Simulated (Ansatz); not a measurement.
**Sc in Ansatz: convergence with xc grid**

Sc:

```
CELL_PARAMETERS angstrom
-1.91721 1.91721 1.71760
1.91721 -1.91721 1.71760
1.91721 1.91721 -1.71760
ATOMIC_POSITIONS crystal
Sc 0.00000 0.00000 0.00000
```

This isn't the form of Sc at room conditions, which is hcp.

| Item | Value |
| --- | --- |
| Program | Ansatz 0.2.0 |
| Task | convergence study |
| Functional | PBE |
| Potentials or basis | all-electron LAPW, scalar-relativistic |
| Cutoff | 171 eV (chosen from the basis error) |
| Basis error allowed | 0.001 eV/atom |
| k mesh | 10 × 10 × 10 |
| Occupations | fermi-dirac, width 0.05 eV |
| Spin | no spin polarisation |

These are the settings of the first run; the series varies xc grid, with any setting tied to it.

Hardware: 1 thread of Intel(R) Xeon(R) Processor @ 2.70GHz, on a shared host.

| xc grid | energy less the tightest run, at zero smearing (meV/atom) | SCF cycles | CPU time (s) | peak memory (GiB) |
| --- | --- | --- | --- | --- |
| 1 | 0.00 | 6 | 7.1 | 0.27 |
| 2 | 0.00 | 6 | 7 | 0.27 |
| 3 | 0.00 | 6 | 4.6 | 0.27 |
| 4 | 0.00 | 6 | 7 | 0.27 |

Against the tightest run, the energy stays within 1 meV/atom from 1 on. The tightest run that finished is the yardstick and may itself not be fully converged.
